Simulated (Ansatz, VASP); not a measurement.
# Al35RuN36 (Ru_Al) in two plane-wave programs, part 2 of 3

Wanted: the spread between two codes on one cell, functional and k mesh. Of the first pair: The structure shown is the start of the Ansatz relaxation below; VASP solves that cell, so the two are compared at the walk's first step.

VASP 6.6.1 and Ansatz 0.2.0.

So far: Starting point; Ansatz: relaxation, r2SCAN.

### Step 3. VASP: single point, r2SCAN, start cell, pair 1

Level of this step: r2SCAN, spin-polarised from a ferromagnetic start; plane waves and PAW (Al, N, Ru_pv) (VASP).

The same cell, functional and mesh now go to VASP, with its own data sets.

Lines of VASP's logs that name or quote its potential files are left out, and so is its time.

INCAR

```
SYSTEM = Al35RuN36
PREC = Accurate
ENCUT = 580
EDIFF = 1E-06
NELM = 200
ISMEAR = 0
SIGMA = 0.01
LREAL = Auto
ALGO = Normal
METAGGA = R2SCAN
LASPH = .TRUE.
NELECT = 298
NBANDS = 200
ISPIN = 2
MAGMOM = 0 0.01 0 0 0 0 0 0 0 -0 0 0 -0 0.01 0 0 0 0 -0 0 0 0 0 0 -0 0 0 -0 0.01 0 0 0 0.01 0 0 0 0 0 0 0.2 0 0 0 0 0 0 0 0.02 0 0 0 0.21 -0.01 0 0.09 0.2 0 0 0 0.01 -0 0 -0 0.02 0 0 0 0 0 0 0 1.89
LMAXMIX = 4
LORBIT = 11
LWAVE = .FALSE.
LCHARG = .FALSE.
ISIF = 2
ISYM = 0
NUPDOWN = 4
GGA_COMPAT = .FALSE.
LMIXTAU = .TRUE.
NCORE = 2
```

POSCAR

```
Al35RuN36
1.0
    9.3195655359      0.0000000860      0.0000000000
   -4.6597828424      8.0709804634      0.0000000000
    0.0000000000      0.0000000000      9.9564777190
Al N Ru
35 36 1
Direct
    0.2229517574      0.1138985511      0.2540431538
    0.1077470427      0.2174463188      0.5026670215
    0.2281205456      0.1147504922      0.7509947002
    0.1137331830      0.2256888117      0.9955236460
    0.2252285017      0.4417844891      0.2475780160
    0.1164414972      0.5604922488      0.5010255776
    0.2221335251      0.4449771620      0.7545938646
    0.1155871342      0.5543616430      0.9982848634
    0.2189882430      0.7768877659      0.2453728185
    0.1145579711      0.8902660616      0.5037617862
    0.2175771673      0.7720028576      0.7503748023
    0.1163653651      0.8931919762      0.9974530432
    0.5597191313      0.1168917402      0.2509584283
    0.4394449687      0.2223543930      0.4979506950
    0.5597345375      0.1126534695      0.7459300578
    0.4488193751      0.2279013027      0.0010016877
    0.5572200393      0.4415793060      0.2462222152
    0.5581305137      0.4414106772      0.7517232711
    0.4462506494      0.5590939022      0.0037236342
    0.5590498937      0.7767681982      0.2463555957
    0.4422131287      0.8851013820      0.5035630211
    0.5614785058      0.7798118184      0.7484130644
    0.4504242437      0.8922366984      0.0008703159
    0.8941798100      0.1165349027      0.2498486985
    0.7791515664      0.2215605577      0.4948702884
    0.8912745414      0.1090178482      0.7530684256
    0.7836406546      0.2250202365      0.9979841547
    0.8938580292      0.4500734377      0.2490264198
    0.7751816551      0.5496801725      0.4980418919
    0.8927990255      0.4433715259      0.7469297085
    0.7735375935      0.5513373442      0.9965117464
    0.8884790004      0.7750649319      0.2451746560
    0.7720409576      0.8840659404      0.5000973377
    0.8883565761      0.7828346199      0.7500577223
    0.7767074222      0.8834411092      0.0014241262
    0.2218729944      0.1148394529      0.4438323597
    0.1095286357      0.2192478347      0.1859940887
    0.2265999958      0.1131392877      0.9439483787
    0.1119089427      0.2196393608      0.6862739206
    0.2226888820      0.4432907498      0.4452346628
    0.1080283496      0.5493606397      0.1903637063
    0.2242782959      0.4504390758      0.9413089914
    0.1054524490      0.5531629040      0.6924010875
    0.2232047613      0.7806145746      0.4359525650
    0.1149417172      0.8949959702      0.1908244114
    0.2228921523      0.7764997090      0.9356397175
    0.1049948727      0.8865852202      0.6900256490
    0.5616756837      0.1141105416      0.4396218345
    0.4473060540      0.2233625728      0.1948440056
    0.5594972177      0.1099244331      0.9429033304
    0.4415395262      0.2163810171      0.6920711515
    0.5572553640      0.4403910985      0.4388961763
    0.4410465292      0.5569896969      0.1934036367
    0.5549781476      0.4416923035      0.9359617189
    0.4435233943      0.5511107333      0.6936774425
    0.5525332708      0.7722677537      0.4426800445
    0.4488127214      0.8904976284      0.1939182766
    0.5615055945      0.7814832387      0.9416181369
    0.4496451337      0.8929936077      0.6880609984
    0.8906998421      0.1116433037      0.4451881604
    0.7804481179      0.2259636163      0.1864663441
    0.8936285438      0.1133936487      0.9436310978
    0.7768191705      0.2265150983      0.6925575685
    0.8886506038      0.4494320040      0.4388707657
    0.7828049658      0.5573607758      0.1875395147
    0.8941206313      0.4448616794      0.9386668924
    0.7781579600      0.5523974384      0.6943100959
    0.8837182888      0.7741851132      0.4429987315
    0.7801849967      0.8858125683      0.1927138346
    0.8884316931      0.7732470611      0.9374207690
    0.7772510653      0.8938537227      0.6914413103
    0.4397715676      0.5520559717      0.5027137248
```

KPOINTS

```
Points of the shifted mesh
1
Reciprocal
 0.2500000000  0.2500000000  0.2500000000 1
```

The projector-augmented-wave data sets are Al, N and Ru_pv (PBE family, release 64).

Started as:

```
$ mpirun -np 8 vasp_std
```

Numbers of over 12 decimals in the logs are rounded to 6 here.

The log of the run:

```text
[banner, memory and clock lines left out]
running    8 mpi-ranks, on    1 nodes
[...]
|                                                                             |
|               ----> ADVICE to this user running VASP <----                  |
|                                                                             |
|     You enforced a specific xc type in the INCAR file but a different       |
|     [... a line on the potential file left out ...]
|     I HOPE YOU KNOW WHAT YOU ARE DOING!                                     |
|                                                                             |

 LDA part: xc-table for (None), standard interpolation
 POSCAR, INCAR and KPOINTS ok, starting setup
[...]
entering main loop
       N       E                     dE             d eps       ncg     rms          rms(c)
DAV:   1     0.132114749812E+04    0.13211E+04   -0.15545E+05   800   0.153E+03
DAV:   2    -0.710141983721E+03   -0.20313E+04   -0.19437E+04   992   0.317E+02
DAV:   3    -0.869693163720E+03   -0.15955E+03   -0.15814E+03   960   0.951E+01
DAV:   4    -0.872499138089E+03   -0.28060E+01   -0.27927E+01   960   0.132E+01
DAV:   5    -0.872555206608E+03   -0.56069E-01   -0.56002E-01   992   0.176E+00BRMIX: very serious problems
 the old and the new charge density differ
 old charge density:   299.00000 new  298.00000
    0.675E+01
DAV:   6    -0.738314399478E+03    0.13424E+03   -0.33178E+02   936   0.403E+01    0.417E+01
DAV:   7    -0.714657265788E+03    0.23657E+02   -0.43390E+01   904   0.207E+01    0.338E+01
DAV:   8    -0.705164265326E+03    0.94930E+01   -0.39346E+00   856   0.609E+00    0.134E+01
DAV:   9    -0.706235727518E+03   -0.10715E+01   -0.26959E+00   944   0.620E+00    0.775E+00
[...]
DAV:  18    -0.709712806561E+03    0.13241E-05   -0.19092E-05   880   0.144E-02    0.872E-03
DAV:  19    -0.709712808559E+03   -0.19979E-05   -0.49720E-06   872   0.604E-03    0.439E-03
DAV:  20    -0.709712809361E+03   -0.80213E-06   -0.67258E-07   512   0.292E-03
   1 F= -.70971281E+03 E0= -.70971281E+03  d E =-.110049E-78  mag=     4.0000
```

OUTCAR, selected parts (step 3):

```text
  FREE ENERGIE OF THE ION-ELECTRON SYSTEM (eV)
  ---------------------------------------------------
  free  energy   TOTEN  =      -709.7128093610 eV

  energy  without entropy=     -709.7128093610  energy(sigma->0) =     -709.71280936

 magnetization (x)
# of ion       s       p       d       tot
------------------------------------------
    1        0.000   0.000   0.000   0.000
    2        0.006   0.010   0.000   0.015
    3        0.000   0.000   0.000   0.000
    4        0.000   0.000   0.000   0.000
    5        0.003   0.005   0.000   0.007
    6        0.005   0.008   0.000   0.013
    7        0.003   0.007   0.000   0.010
    8        0.000   0.000   0.000   0.000
    9        0.000   0.000   0.000   0.000
   10        0.000   0.000   0.000   0.000
   11        0.000   0.000   0.000   0.000
   12        0.000   0.000   0.000   0.000
   13       -0.000  -0.000   0.000  -0.000
[...]
--------------------------------------------------
tot          0.099   0.862   2.277   3.239
```

The cell holds one magnetic atom, so no antiferromagnetic order fits into it. The cell is charged against a uniform background. The PAW data sets were made with PBE, which is usual practice but a small mismatch for other functionals.

### Step 4. Side by side

Known differences besides the potentials themselves: VASP starts from the moments at which Ansatz ended; VASP keeps PBE cores, Ansatz makes them for the functional; fixed occupations in Ansatz, narrow Gaussian smearing in VASP; the cutoff is 500 eV in Ansatz and 580 eV in VASP (PREC = Accurate, projectors in real space). Total energies have different zeros and are not compared.

Forces on 8 of the 72 atoms, those with the largest forces and the largest differences (eV/Å; atoms numbered as in POSCAR):

```
atom          Ansatz x, y, z            VASP x, y, z
 Al8    -1.643, 0.656, 0.382    -1.646, 0.659, 0.380
 N39    -0.019, 0.784, 1.688    -0.019, 0.788, 1.699
 N40  -3.030, -2.067, -1.339  -3.092, -2.107, -1.374
 N43    2.099, 0.355, -0.917    2.108, 0.357, -0.921
 N52   1.408, -0.820, -1.151   1.438, -0.835, -1.159
 N55    -0.311, 0.510, 1.185    -0.302, 0.514, 1.252
 N56    0.146, 3.332, -1.071    0.144, 3.377, -1.090
 N63   1.409, -0.821, -0.858   1.419, -0.824, -0.867
```

The forces differ by 10 meV/Å r.m.s., which is 1.3 % of the r.m.s. force of 0.820 eV/Å (both taken over all components). Moments aren't recorded for both runs of this pair, so they may hold unlike magnetic states. The cell carries a charge of +1 e against a uniform background, so its pressure also hangs on how the neutralising background is counted, and in a defect's cell a gap may be the spacing between its levels.

### Step 5. Ansatz: relaxation, r2SCAN

This run makes the geometry at which the two programs are then compared.

The structure compared here is the end of the Ansatz relaxation.

input.yaml

```yaml
crystal:
  lattice:
    - [9.31956554, 9.0e-08, 0.0]
    - [-4.65978284, 8.07098046, 0.0]
    - [0.0, 0.0, 9.95647772]
  atoms:
    - { symbol: Al, position: [0.22222222, 0.11111111, 0.24960167] }
    - { symbol: Al, position: [0.11111111, 0.22222222, 0.49960167] }
    - { symbol: "N", position: [0.22222222, 0.11111111, 0.44039833] }
    - { symbol: "N", position: [0.11111111, 0.22222222, 0.19039833] }
    - { symbol: Al, position: [0.22222222, 0.11111111, 0.74960167] }
    - { symbol: Al, position: [0.11111111, 0.22222222, 0.99960167] }
    - { symbol: "N", position: [0.22222222, 0.11111111, 0.94039833] }
    - { symbol: "N", position: [0.11111111, 0.22222222, 0.69039833] }
    - { symbol: Al, position: [0.22222222, 0.44444444, 0.24960167] }
    - { symbol: Al, position: [0.11111111, 0.55555556, 0.49960167] }
    - { symbol: "N", position: [0.22222222, 0.44444444, 0.44039833] }
    - { symbol: "N", position: [0.11111111, 0.55555556, 0.19039833] }
    - { symbol: Al, position: [0.22222222, 0.44444444, 0.74960167] }
    - { symbol: Al, position: [0.11111111, 0.55555556, 0.99960167] }
    - { symbol: "N", position: [0.22222222, 0.44444444, 0.94039833] }
    - { symbol: "N", position: [0.11111111, 0.55555556, 0.69039833] }
    - { symbol: Al, position: [0.22222222, 0.77777778, 0.24960167] }
    - { symbol: Al, position: [0.11111111, 0.88888889, 0.49960167] }
    - { symbol: "N", position: [0.22222222, 0.77777778, 0.44039833] }
    - { symbol: "N", position: [0.11111111, 0.88888889, 0.19039833] }
    - { symbol: Al, position: [0.22222222, 0.77777778, 0.74960167] }
    - { symbol: Al, position: [0.11111111, 0.88888889, 0.99960167] }
    - { symbol: "N", position: [0.22222222, 0.77777778, 0.94039833] }
    - { symbol: "N", position: [0.11111111, 0.88888889, 0.69039833] }
    - { symbol: Al, position: [0.55555556, 0.11111111, 0.24960167] }
    - { symbol: Al, position: [0.44444444, 0.22222222, 0.49960167] }
    - { symbol: "N", position: [0.55555556, 0.11111111, 0.44039833] }
    - { symbol: "N", position: [0.44444444, 0.22222222, 0.19039833] }
    - { symbol: Al, position: [0.55555556, 0.11111111, 0.74960167] }
    - { symbol: Al, position: [0.44444444, 0.22222222, 0.99960167] }
    - { symbol: "N", position: [0.55555556, 0.11111111, 0.94039833] }
    - { symbol: "N", position: [0.44444444, 0.22222222, 0.69039833] }
    - { symbol: Al, position: [0.55555556, 0.44444444, 0.24960167] }
    - { symbol: Ru, position: [0.44444444, 0.55555556, 0.49960167], spin: 4.0 }
    - { symbol: "N", position: [0.55555556, 0.44444444, 0.44039833] }
    - { symbol: "N", position: [0.44444444, 0.55555556, 0.19039833] }
    - { symbol: Al, position: [0.55555556, 0.44444444, 0.74960167] }
    - { symbol: Al, position: [0.44444444, 0.55555556, 0.99960167] }
    - { symbol: "N", position: [0.55555556, 0.44444444, 0.94039833] }
    - { symbol: "N", position: [0.44444444, 0.55555556, 0.69039833] }
    - { symbol: Al, position: [0.55555556, 0.77777778, 0.24960167] }
    - { symbol: Al, position: [0.44444444, 0.88888889, 0.49960167] }
    - { symbol: "N", position: [0.55555556, 0.77777778, 0.44039833] }
    - { symbol: "N", position: [0.44444444, 0.88888889, 0.19039833] }
    - { symbol: Al, position: [0.55555556, 0.77777778, 0.74960167] }
    - { symbol: Al, position: [0.44444444, 0.88888889, 0.99960167] }
    - { symbol: "N", position: [0.55555556, 0.77777778, 0.94039833] }
    - { symbol: "N", position: [0.44444444, 0.88888889, 0.69039833] }
    - { symbol: Al, position: [0.88888889, 0.11111111, 0.24960167] }
    - { symbol: Al, position: [0.77777778, 0.22222222, 0.49960167] }
    - { symbol: "N", position: [0.88888889, 0.11111111, 0.44039833] }
    - { symbol: "N", position: [0.77777778, 0.22222222, 0.19039833] }
    - { symbol: Al, position: [0.88888889, 0.11111111, 0.74960167] }
    - { symbol: Al, position: [0.77777778, 0.22222222, 0.99960167] }
    - { symbol: "N", position: [0.88888889, 0.11111111, 0.94039833] }
    - { symbol: "N", position: [0.77777778, 0.22222222, 0.69039833] }
    - { symbol: Al, position: [0.88888889, 0.44444444, 0.24960167] }
    - { symbol: Al, position: [0.77777778, 0.55555556, 0.49960167] }
    - { symbol: "N", position: [0.88888889, 0.44444444, 0.44039833] }
    - { symbol: "N", position: [0.77777778, 0.55555556, 0.19039833] }
    - { symbol: Al, position: [0.88888889, 0.44444444, 0.74960167] }
    - { symbol: Al, position: [0.77777778, 0.55555556, 0.99960167] }
    - { symbol: "N", position: [0.88888889, 0.44444444, 0.94039833] }
    - { symbol: "N", position: [0.77777778, 0.55555556, 0.69039833] }
    - { symbol: Al, position: [0.88888889, 0.77777778, 0.24960167] }
    - { symbol: Al, position: [0.77777778, 0.88888889, 0.49960167] }
    - { symbol: "N", position: [0.88888889, 0.77777778, 0.44039833] }
    - { symbol: "N", position: [0.77777778, 0.88888889, 0.19039833] }
    - { symbol: Al, position: [0.88888889, 0.77777778, 0.74960167] }
    - { symbol: Al, position: [0.77777778, 0.88888889, 0.99960167] }
    - { symbol: "N", position: [0.88888889, 0.77777778, 0.94039833] }
    - { symbol: "N", position: [0.77777778, 0.88888889, 0.69039833] }
  host:
    repeats: [3, 3, 2]
    atoms:
      - { symbol: Al, position: [0.66666667, 0.33333333, 0.49920333] }
      - { symbol: Al, position: [0.33333333, 0.66666667, 0.99920333] }
      - { symbol: "N", position: [0.66666667, 0.33333333, 0.88079667] }
      - { symbol: "N", position: [0.33333333, 0.66666667, 0.38079667] }
total_charge: 1
basis:
  ecutwfc: 500
  xc_grid: 2
hamiltonian:
  xc: r2scan
  pseudopotentials: { kind: paw, azcp: { folder: soft_1 } }
kpoints:
  mp_grid: { grid: [1, 1, 1], shift: [0.25, 0.25, 0.25] }
magnetization:
  spin_polarized: true
  initial_magnetization: 4
  spin_locking: { lock_magnetization: hard }
scf:
  occupations: { method: fixed }
  max_iter: 80
output:
  forces: true
  charged_corrections:
    epsilon: [4.49, 4.49, 4.72]
    static_epsilon: [8.15, 8.15, 9.65]
    defect_position: [0.444444, 0.555556, 0.499602]
relax:
  f_tol: 0.02
  max_steps: 80
  random_displacement: { amplitude: 0.05, seed: 1509 }
checkpoint:
  write: "../qp1_M4.relax.run"
  compress: false
  write_wavefunctions: true
  write_every: 100000
```

Started as:

```
$ ansatz run input.yaml --threads 4 --pin off --max-ram 15073MiB --backend cpu --events-out ev --progress --plain --runs-dir out
```

The log of the run:

```text
[...]
Crystal: 72 atoms, lattice volume = 748.907 Å³
Basis set: ecut = 500 eV, 18913 PW (Γ), exchange–correlation on 144×144×150 points (8 copies of the dense FFT grid, shifted against one another)
Bands: 224, of which v1, the nominal top of the filled ones, is band 150 counted from 1 (149 counted from 0)
Symmetry: 1 space group operations
k-points: 1
[...]
Starting moments: Σ|m| = 4 μB on 1 of 72 sites
[...]
- { symbol: N, position: [0.112324, 0.555793, 0.691048] }
[...]
- { symbol: Ru, position: [0.445675, 0.555590, 0.495506] }
[...]
- { symbol: Al, position: [0.890412, 0.778082, 0.249487] }
    - { symbol: Al, position: [0.783973, 0.892475, 0.501041] }
    - { symbol: N, position: [0.889897, 0.778082, 0.440406] }
    - { symbol: N, position: [0.779915, 0.889225, 0.189813] }
    - { symbol: Al, position: [0.890813, 0.778346, 0.750643] }
    - { symbol: Al, position: [0.780182, 0.889555, 0.999605] }
    - { symbol: N, position: [0.890165, 0.778246, 0.940480] }
    - { symbol: N, position: [0.779454, 0.889078, 0.690956] }
```

[end of part 2 of 3]

[Lines on the potential files, build, host, timing and source positions are cut from VASP's logs without a mark.]

[Logs are printed without paths, hosts, clocks, repeated set-up lines and the standing remarks that a program may print on its own settings, such as how far it seeks lower states.]

[Hosts, paths, dates, database ids (printed as entryN), source tags and the programs' standing remarks are cut or masked in the printed files.]
